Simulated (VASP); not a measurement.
A run of VASP 6.6.1 is set up as follows.

File INCAR:

```
SYSTEM = Si
ALGO = Normal ; EDIFF = 1E-7
ENCUT = 520 ; GGA = PE
ISIF = 2 ; ISMEAR = -1
LASPH = .True. ; LCHARG = .False.
LREAL = .False. ; LWAVE = .False.
NBANDS = 26 ; NELM = 100
PREC = Accurate ; SIGMA = 0.05
```

File KPOINTS:

```
k-points
0
Gamma
  6 6 5
  0 0 0
```

Contents of POSCAR:

```
Si
1.0
    4.3752220000     -2.5773440000      0.0000000000
    4.3752220000      2.5773440000      0.0000000000
    0.0000000000      0.0000000000      5.1830670000
Si
8
Direct
    0.7942850000      0.7942850000      0.0000000000
    0.2942850000      0.2942850000      0.5000000000
    0.2057150000      0.2057150000      0.0000000000
    0.7057150000      0.7057150000      0.5000000000
    0.1556200000      0.8443800000      0.6741300000
    0.8443800000      0.1556200000      0.3258700000
    0.3443800000      0.6556200000      0.1741300000
    0.6556200000      0.3443800000      0.8258700000
```

Potentials or basis: VASP PAW PBE potentials, release 64 (Si).

Run with:

```console
$ cat potpaw_PBE.64/Si/POTCAR > POTCAR
$ mpirun -np 1 vasp_std > vasp.out
```

Predict the largest force.

0.050 eV/Å.

Predict the band gap on the k mesh.

none (metal or under the smearing width).

Predict the pressure.

0.4 GPa.

Stress tensor (GPa, compression positive):
```
0.02 0.00 0.00
0.00 0.13 0.00
0.00 0.00 1.02
```
